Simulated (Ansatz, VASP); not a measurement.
Hf: VASP beside Ansatz

INCAR

```
PREC = Accurate
ENCUT = 520
EDIFF = 1E-6
ISMEAR = -1
SIGMA = 0.1
LREAL = False
LASPH = True
NELM = 80
ALGO = Normal
ISIF = 2
LWAVE = False
LCHARG = True
LELF = True
LVHAR = True
NBANDS = 11
```

KPOINTS

```
regular mesh
0
Gamma
  15 15 15
```

POSCAR

```
Hf
1.0
    2.3816859399      0.0000000000      0.0000000000
    0.0000000000      2.3816859399      0.0000000000
    0.0000000000      0.0000000000      2.3816859399
Hf
1
Direct
    0.0000000000      0.0000000000      0.0000000000
```

Input for Ansatz:

```yaml
crystal:
  lattice:
    - [2.3816859399, 0.0, 0.0]
    - [0.0, 2.3816859399, 0.0]
    - [0.0, 0.0, 2.3816859399]
  atoms:
    - { symbol: Hf, position: [0.0, 0.0, 0.0] }
kpoints:
  mp_grid: { grid: [15, 15, 15] }
scf:
  occupations: { method: fermi_dirac, width: 0.1 }
hamiltonian:
  xc: lda
  pseudopotentials: { kind: all_electron, lapw: { basis_error: 0.001 } }
output:
  forces: true
  stress: true
  eigenvalues: true
  populations: true
```

Change from the starting cell: volume scaled by 0.6, LAPW.

Alike in both runs: task single point; functional LDA; k mesh 15 × 15 × 15; occupations fermi-dirac, width 0.1 eV; no spin polarisation.

```csv
,VASP,Ansatz
version,VASP 6.6.1,Ansatz 0.2.0
potentials or method,"VASP PAW LDA potentials, release 64 (Hf_pv)","all-electron LAPW, scalar-relativistic"
plane-wave cutoff (eV),520,see its input
```

Ansatz gave:

```
pressure (GPa) : 122.6
```

**Question.** What did VASP give for the same quantities?

**Answer.** Pressure (GPa): 120.1.

Ansatz ran all-electron here, so the differences hold the error of VASP's frozen core and of both bases.

Caveats: the cell as given lies far from equilibrium; so large a pressure means that the cell lies far from this level's equilibrium, or that cutoff or potentials fall short (VASP). Spin-orbit coupling is left out, which matters for the levels of Hf.
